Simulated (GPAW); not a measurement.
# GaAs (F-43m) in GPAW: notebook, part 2 of 2

GPAW 26.7.0. The steps go on from the part before.

## Step 5: Band structure, PBE

File run.py:

```python
import spglib
from ase import Atoms
from ase.dft.bandgap import bandgap
from ase.io import read, write
from ase.units import GPa
from gpaw import GPAW, PW, setup_paths

setup_paths.insert(0, '.')

atoms = read('GaAs.cif')
cell, positions, numbers = spglib.find_primitive(
    (atoms.cell[:], atoms.get_scaled_positions(), atoms.numbers), symprec=1e-4)
atoms = Atoms(numbers, cell=cell, scaled_positions=positions, pbc=True)

calc = GPAW(mode=PW(600),
            xc='PBE',
            kpts={'size': (8, 8, 8), 'gamma': True},
            occupations={'name': 'fermi-dirac', 'width': 0.05},
            nbands=11,
            convergence={'density': 1e-05, 'energy': 1e-05},
            maxiter=150,
            txt='gpaw.txt')
atoms.calc = calc
energy = atoms.get_potential_energy()
forces = atoms.get_forces()
stress = atoms.get_stress()
calc.write('gs.gpw')
write('result.traj', atoms)
print(f'Energy: {energy:.6f} eV')
print('Forces (eV/A):')
print(forces.round(4))
print('Stress (GPa):', (stress / GPa).round(3))
print('Fermi level:', round(calc.get_fermi_level(), 4), 'eV')
print(f'Gap: {bandgap(calc)[0]:.4f} eV, direct: {bandgap(calc, direct=True)[0]:.4f} eV')

path = atoms.cell.bandpath('GXWKGLUWLK,UX', npoints=60, eps=1e-4)
bs_calc = calc.fixed_density(kpts=path, symmetry='off', nbands=21,
                             convergence={'bands': 'CBM+6.0', 'eigenstates': 1e-6}, txt='bands.txt')
bs = bs_calc.band_structure()
bs.write('bs.json')
print(f'Gap on the path: {bandgap(bs_calc)[0]:.4f} eV')
```

File GaAs.cif:

```cif
data_GaAs
_cell_length_a 5.65370000
_cell_length_b 5.65370000
_cell_length_c 5.65370000
_cell_angle_alpha 90.00000000
_cell_angle_beta 90.00000000
_cell_angle_gamma 90.00000000
_space_group_name_H-M_alt 'F-43m'
_space_group_name_Hall 'F -4 2 3'
_space_group_IT_number 216
loop_
_space_group_symop_operation_xyz
'x,y,z'
'y,-x,-z'
'-x,-y,z'
'-y,x,-z'
'x,-y,-z'
'y,x,z'
'-x,y,-z'
'-y,-x,z'
'z,x,y'
'-z,y,-x'
'z,-x,-y'
'-z,-y,x'
'-z,x,-y'
'z,y,x'
'-z,-x,y'
'z,-y,-x'
'y,z,x'
'-x,-z,y'
'-y,z,-x'
'x,-z,-y'
'-y,-z,x'
'x,z,y'
'y,-z,-x'
'-x,z,-y'
'x,y+1/2,z+1/2'
'y,-x+1/2,-z+1/2'
'-x,-y+1/2,z+1/2'
'-y,x+1/2,-z+1/2'
'x,-y+1/2,-z+1/2'
'y,x+1/2,z+1/2'
'-x,y+1/2,-z+1/2'
'-y,-x+1/2,z+1/2'
'z,x+1/2,y+1/2'
'-z,y+1/2,-x+1/2'
'z,-x+1/2,-y+1/2'
'-z,-y+1/2,x+1/2'
'-z,x+1/2,-y+1/2'
'z,y+1/2,x+1/2'
'-z,-x+1/2,y+1/2'
'z,-y+1/2,-x+1/2'
'y,z+1/2,x+1/2'
'-x,-z+1/2,y+1/2'
'-y,z+1/2,-x+1/2'
'x,-z+1/2,-y+1/2'
'-y,-z+1/2,x+1/2'
'x,z+1/2,y+1/2'
'y,-z+1/2,-x+1/2'
'-x,z+1/2,-y+1/2'
'x+1/2,y,z+1/2'
'y+1/2,-x,-z+1/2'
'-x+1/2,-y,z+1/2'
'-y+1/2,x,-z+1/2'
'x+1/2,-y,-z+1/2'
'y+1/2,x,z+1/2'
'-x+1/2,y,-z+1/2'
'-y+1/2,-x,z+1/2'
'z+1/2,x,y+1/2'
'-z+1/2,y,-x+1/2'
'z+1/2,-x,-y+1/2'
'-z+1/2,-y,x+1/2'
'-z+1/2,x,-y+1/2'
'z+1/2,y,x+1/2'
'-z+1/2,-x,y+1/2'
'z+1/2,-y,-x+1/2'
'y+1/2,z,x+1/2'
'-x+1/2,-z,y+1/2'
'-y+1/2,z,-x+1/2'
'x+1/2,-z,-y+1/2'
'-y+1/2,-z,x+1/2'
'x+1/2,z,y+1/2'
'y+1/2,-z,-x+1/2'
'-x+1/2,z,-y+1/2'
'x+1/2,y+1/2,z'
'y+1/2,-x+1/2,-z'
'-x+1/2,-y+1/2,z'
'-y+1/2,x+1/2,-z'
'x+1/2,-y+1/2,-z'
'y+1/2,x+1/2,z'
'-x+1/2,y+1/2,-z'
'-y+1/2,-x+1/2,z'
'z+1/2,x+1/2,y'
'-z+1/2,y+1/2,-x'
'z+1/2,-x+1/2,-y'
'-z+1/2,-y+1/2,x'
'-z+1/2,x+1/2,-y'
'z+1/2,y+1/2,x'
'-z+1/2,-x+1/2,y'
'z+1/2,-y+1/2,-x'
'y+1/2,z+1/2,x'
'-x+1/2,-z+1/2,y'
'-y+1/2,z+1/2,-x'
'x+1/2,-z+1/2,-y'
'-y+1/2,-z+1/2,x'
'x+1/2,z+1/2,y'
'y+1/2,-z+1/2,-x'
'-x+1/2,z+1/2,-y'
loop_
_atom_site_label
_atom_site_type_symbol
_atom_site_symmetry_multiplicity
_atom_site_Wyckoff_symbol
_atom_site_fract_x
_atom_site_fract_y
_atom_site_fract_z
_atom_site_occupancy
As1 As 4 c 0.2500000000 0.2500000000 0.2500000000 1
Ga1 Ga 4 a 0.0000000000 0.0000000000 0.0000000000 1
```

Potentials or basis: PAW data sets generated in the run's folder for this functional, pw.

Command:

```console
$ gpaw-setup -f PBE As Ga
$ OMP_NUM_THREADS=1 python run.py
```

Wall time 19 s (1 thread of Intel Xeon Platinum 8488C (Sapphire Rapids), shared host); peak memory 0.22 GiB.

It converged, with:

| Quantity | Value |
| --- | --- |
| Free energy | -8.2277 eV |
| Pressure | 4.3 GPa |
| Band gap on the k mesh | 0.59 eV, direct |
| Band gap along the path | 0.59 eV, direct |

Levels at the corners of the path, in eV from the valence-band top:
```csv
point,band 1,band 2,band 3,band 4,band 5,band 6,band 7,band 8
Γ,-12.70,0.00,0.00,0.00,0.59,3.77,3.77,3.77
X,-10.34,-6.79,-2.66,-2.66,1.48,1.68,10.22,10.22
W,-10.30,-6.59,-3.54,-3.33,4.67,4.75,5.46,6.08
K,-10.39,-6.59,-3.85,-2.25,1.98,4.68,8.01,8.11
Γ,-12.70,0.00,0.00,0.00,0.59,3.77,3.77,3.77
L,-11.06,-6.61,-1.13,-1.13,1.05,4.67,4.67,7.79
U,-10.39,-6.59,-3.85,-2.25,1.98,4.68,8.01,8.11
W,-10.30,-6.59,-3.54,-3.33,4.67,4.75,5.46,6.08
L,-11.06,-6.61,-1.13,-1.13,1.05,4.67,4.67,7.79
K,-10.39,-6.59,-3.85,-2.25,1.98,4.68,8.01,8.11
U,-10.39,-6.59,-3.85,-2.25,1.98,4.68,8.01,8.11
X,-10.34,-6.79,-2.66,-2.66,1.48,1.68,10.22,10.22
```

## Step 6: The runs side by side

```csv
task,level,potentials or basis,spin,band path,band points,spin axis theta (degrees),spin axis phi (degrees),gap on the mesh (eV),pressure (GPa)
equation of state,BP86+D4,"PAW data sets generated in the run's folder for this functional, pw",off,-,-,-,-,-,-
band structure,SCAN,"GPAW PAW data sets (gpaw-data 1.2.1), pw","SOC, no magnetisation","GXWKGLUWLK,UX",80,90,0,0.74,0.8
band structure,PBE,"PAW data sets generated in the run's folder for this functional, pw",off,"GXWKGLUWLK,UX",60,-,-,0.59,4.3
```

Alike in all rows: cell as given; k mesh 8 × 8 × 8; cutoff (eV) 600; smearing fermi-dirac 0.05 eV.

Caveats: spin-orbit coupling was added after a scalar SCF, so levels and gaps hold it while energy, forces, pressure and moments don't (some runs); this program's spin-orbit splittings come out too wide for heavy elements (some runs); the PAW data sets were made with another functional, which shifts forces and pressure a little (some runs).

Absolute energies hang on the potentials; compare differences alone.

## Step 7: How close it comes

Step 4. Against the measured gap of GaAs, 1.418 eV (direct; 300 K; “Evidence of valence band perturbations in GaAsN/GaAs(001): A combined variable-angle spectroscopic ellipsometry and modulated photoreflectance investigation”, 2008, arxiv:0805.2212), the calculated 0.74 eV is off by -0.68 eV. 3 values of this kind are on record (1.412 to 1.51 eV); this one was drawn at random among those near their median, those with a stated uncertainty first. The value is that of SCAN, without temperature or zero-point motion.

Step 5. A measured gap of GaAs is 1.412 eV (direct; 300 K; “Evidence of valence band perturbations in GaAsN/GaAs(001): A combined variable-angle spectroscopic ellipsometry and modulated photoreflectance investigation”, 2008, arxiv:0805.2212); the calculated 0.59 eV misses it by -0.83 eV. 3 values of this kind are on record (1.412 to 1.51 eV); this one was drawn at random among those near their median, those with a stated uncertainty first. Spin-orbit coupling on As, Ga is left out. The value is that of PBE, without temperature or zero-point motion. Semilocal functionals fall short of measured gaps as a rule.
